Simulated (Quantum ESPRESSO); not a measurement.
ZnO under changes of volume

One of the cells (16.689 Å³/atom); the others are scaled copies at fixed shape and fractional positions:

```
CELL_PARAMETERS angstrom
3.28797 0.00000 0.00000
-1.64398 2.84746 0.00000
0.00000 0.00000 7.13044
ATOMIC_POSITIONS crystal
Zn 0.00000 0.00000 0.25000
Zn 0.00000 0.00000 0.75000
O 0.66667 0.33333 0.75000
O 0.33333 0.66667 0.25000
```

Measurements of this composition are mostly on another form, of space group No. 186.

- Program: Quantum ESPRESSO 7.5
- Functional: r2SCAN
- Potentials or basis: SG15 PBE 1.2
- Cutoff: 1197 eV
- Density cutoff: 4789 eV
- k mesh: 5 × 5 × 2
- Occupations: fermi-dirac, width 0.05 eV
- Spin: no spin polarisation

```tsv
volume (Å³/atom)	energy over the lowest point (meV/atom)	pressure (GPa)
15.688	2.23	2.2
16.022	0.00	-0.1
16.356	?	?
16.689	8.52	-3.9
17.023	18.38	-5.6
17.357	31.44	-7.0
17.691	47.37	-8.3
```

What does the run at 16.356 Å³/atom give?

Energy over the lowest point 2.26 meV/atom; pressure -2.1 GPa.

Worked out: A Birch-Murnaghan fit of order 3 (a polynomial in V^(-2/3)) to the other rows has its minimum at 16.01 Å³/atom with B0 = V·E''(V) = 104 GPa and B' = 4.4 at fixed shape and positions, which overstates the stiffness. It gives 2.27 meV/atom at 16.356 Å³/atom, against the run's 2.26, and -dE/dV = -2.1 GPa, against -2.1.

Energies are extrapolated to zero smearing.

Caveats: all runs use coarse meshes; the potentials were made for another functional, which shifts forces and pressure.
